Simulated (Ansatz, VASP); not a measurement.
**One calculation of Ag, two programs**

```
Ag
1.0
    -1.69472    1.69472    1.69472
     1.69472   -1.69472    1.69472
     1.69472    1.69472   -1.69472
Ag
1
Direct
  0.00000 0.00000 0.00000
```

Alike in both runs: functional PBE; k mesh 18 × 18 × 18; occupations fermi-dirac, width 0.05 eV; no spin polarisation.

Ansatz relaxed the structure, and its values are those at the end. VASP's run is a single point on that final structure, the one shown.

```csv
,VASP,Ansatz
version,VASP 6.6.1,Ansatz 0.2.0
potentials or method,"VASP PAW PBE potentials, release 64 (Ag), cutoff 520 eV","all-electron LAPW, non-relativistic"
```

Ansatz gave:

- pressure (GPa): 0.0

Q: What did VASP give for the same quantities?

A: Pressure (GPa): -5.5.

One of these differences is far larger than is usual between the two programs; its cause wasn't traced. Ansatz ran all-electron here, so the differences hold the error of VASP's frozen core and of both bases.
